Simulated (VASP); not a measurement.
A run of VASP 6.6.1 is set up as follows.

Contents of INCAR:

```
PREC = Accurate
ENCUT = 600
EDIFF = 1E-7
ISMEAR = 0
SIGMA = 0.02
LREAL = False
LASPH = True
NELM = 80
ALGO = Normal
ISIF = 3
LWAVE = False
LCHARG = False
GGA = CA
IBRION = 2
NSW = 100
EDIFFG = -0.005
```

File KPOINTS:

```
regular mesh
0
Gamma
  8 8 8
```

Contents of POSCAR:

```
KF
1.0
    0.0000000000      2.6735000000      2.6735000000
    2.6735000000      0.0000000000      2.6735000000
    2.6735000000      2.6735000000      0.0000000000
K F
1 1
Direct
    0.0000000000      0.0000000000      0.0000000000
    0.5000000000      0.5000000000      0.5000000000
```

Potentials or basis: VASP PAW LDA potentials, release 64 (K_sv, F).

Command:

```bash
$ cat potpaw_LDA.64/K_sv/POTCAR potpaw_LDA.64/F/POTCAR > POTCAR
$ mpirun -np 1 vasp_std > vasp.out
```

(1) Estimate the band gap on the k mesh.

(2) What does it give for the relaxed volume?

(3) Predict the relaxed cell.

Results:

(1) 6.34 eV, direct.

(2) 17.24 Å³/atom.

(3) a = 3.654 Å, b = 3.654 Å, c = 3.654 Å, α = 60.00°, β = 60.00°, γ = 60.00°.
